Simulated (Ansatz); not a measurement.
# What DFT gives for BaTiO3

```
Ba Ti O
1.0
     4.04154    4.03048    0.00000
     4.01946   -4.03048    0.00000
     0.01104    0.01101    4.03047
Ba Ti O
2 2 6
Direct
  0.00000 0.00000 0.00000
  0.50000 0.50000 0.00000
  0.48470 0.00000 0.48470
  0.98470 0.50000 0.48470
  0.00880 0.50000 0.01830
  0.50880 0.00000 0.01830
  0.26355 0.75475 0.50880
  0.76355 0.25475 0.50880
  0.26355 0.24525 0.50880
  0.76355 0.74525 0.50880
```

Single point in Ansatz 0.2.0 with r2SCAN, no spin polarisation. Cutoff 500 eV, PAW datasets, 5×5×6 Γ-centred k mesh, fermi-dirac filling (width 0.1 eV).

Q: Which element gives electrons and which takes them?

A: Bader charges in e: Ba +1.58, Ti +2.29, O -1.29. In the mean Ti gives up most and O takes most.

Q: Is it stable against the elements?

A: -3.41 eV an atom against the elements' usual phases (free molecules for gases, crystals otherwise, with no correction for O₂ or N₂), so it is bound against them; other compounds may still compete. Relaxing would lower it.

Q: What is the character of the valence top and the conduction bottom?

A: Within 0.7 eV of the edges, the states project mainly on O p (95 %) below the gap and on Ti d (86 %) above it.

Q: What is the band gap?

A: The gap is 2.76 eV, indirect (the least direct gap found is 2.81 eV). A semilocal functional usually gives too small a gap.

Origin: a database entry at a rescaled volume.
